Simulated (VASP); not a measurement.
# CdS (Greenockite): relaxation of cell and atoms with r2SCAN

Crystal: CdS (Greenockite).

```
CELL_PARAMETERS angstrom
4.16650 0.00000 0.00000
-2.08325 3.60830 0.00000
0.00000 0.00000 6.78882
ATOMIC_POSITIONS crystal
Cd 0.33333 0.66667 0.99949
Cd 0.66667 0.33333 0.49949
S 0.33333 0.66667 0.37551
S 0.66667 0.33333 0.87551
```

```
Program                : VASP 6.6.1
Task                   : relaxation of cell and atoms
Functional             : r2SCAN
Potentials or basis    : VASP PAW PBE potentials, release 64 (Cd, S)
Cutoff                 : 600 eV
k mesh                 : 9 × 9 × 4
Occupations            : gaussian, width 0.03 eV
Spin                   : no spin polarisation
Further INCAR settings : ALGO = Normal; EDIFF = 1e-07; IBRION = 2; EDIFFG = -0.005; NSW = 90; ISIF = 3
```

```
Energy gained by relaxing : 0.0 meV/atom
Ionic steps               : 7
Pressure after relaxing   : 0.0 GPa
Band gap on the k mesh    : 1.62 eV, direct
```

Final structure:
```cif
data_structure
_symmetry_space_group_name_H-M 'P 1'
_symmetry_Int_Tables_number 1
_cell_length_a 4.1700
_cell_length_b 4.1700
_cell_length_c 6.7769
_cell_angle_alpha 90.000
_cell_angle_beta 90.000
_cell_angle_gamma 120.000
_cell_volume 102.05
loop_
_atom_site_label
_atom_site_type_symbol
_atom_site_fract_x
_atom_site_fract_y
_atom_site_fract_z
_atom_site_occupancy
Cd1 Cd 0.33333 0.66667 0.99909 1
Cd2 Cd 0.66667 0.33333 0.49909 1
S1 S 0.33333 0.66667 0.37591 1
S2 S 0.66667 0.33333 0.87591 1
```

Levels at points of the mesh, in eV from the valence-band top:
| k point | band 14 | band 15 | band 16 | band 17 | band 18 | band 19 | band 20 | band 21 | band 22 |
| --- | --- | --- | --- | --- | --- | --- | --- | --- | --- |
| (0.00, 0.00, 0.00) | -0.74 | -0.74 | -0.04 | 0.00 | 0.00 | 1.62 | 3.22 | 6.99 | 6.99 |
| (0.00, 0.00, 0.50) | -2.40 | -0.38 | -0.38 | -0.38 | -0.38 | 3.25 | 3.25 | 6.62 | 6.62 |

Run time: 12 min on 1 thread of Intel(R) Xeon(R) 6975P-C (Granite Rapids) (shared host), peak memory 0.34 GiB.

Caveat: the PAW data sets were made with another functional, which shifts forces and pressure a little. r2SCAN opens gaps a little over a GGA but as a rule still falls short of measured ones.
